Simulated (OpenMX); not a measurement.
HgTe (Coloradoite):

```xyz
2
Lattice="0.0000 3.2145 3.2145 3.2145 0.0000 3.2145 3.2145 3.2145 0.0000" Properties=species:S:1:pos:R:3 pbc="T T T"
Hg    0.0000    0.0000    0.0000
Te    4.8217    4.8217    4.8217
```

```yaml
Program: OpenMX 3.8.5
Task: single point
Functional: PBE
Potentials_or_basis: OpenMX 2013 PBE set, Hg8.0-s3p2d2f1, Te7.0-s3p2d2f1, grid cutoff 500 Ry
k_mesh: 7 × 7 × 7
Occupations: fermi-dirac, width 0.05 eV
Spin: no spin polarisation
```

On this cell: pressure 6.6 GPa; largest force zero by symmetry; band gap on the k mesh none (metal or under the smearing width).

The same run follows on a disturbed copy (atoms moved at random, drawn with an rms of 0.05 Å):

```xyz
2
Lattice="0.0000 3.2145 3.2145 3.2145 0.0000 3.2145 3.2145 3.2145 0.0000" Properties=species:S:1:pos:R:3 pbc="T T T"
Hg   -0.0041   -0.0227    0.0017
Te    4.8265    4.8151    4.8249
```

Problem. What does the disturbed cell give?

Solution. The energy (extrapolated to zero smearing) moves by +0.6 meV/atom; pressure 6.6 GPa; largest force 0.119 eV/Å; band gap on the k mesh none (metal or under the smearing width).

Forces in eV/Å, atoms in the order of the input:
```
Hg   0.060  0.098  0.021
Te  -0.052 -0.104 -0.027
```

Caveats: the basis of atomic orbitals isn't converged, which shifts pressures, moduli and gaps.
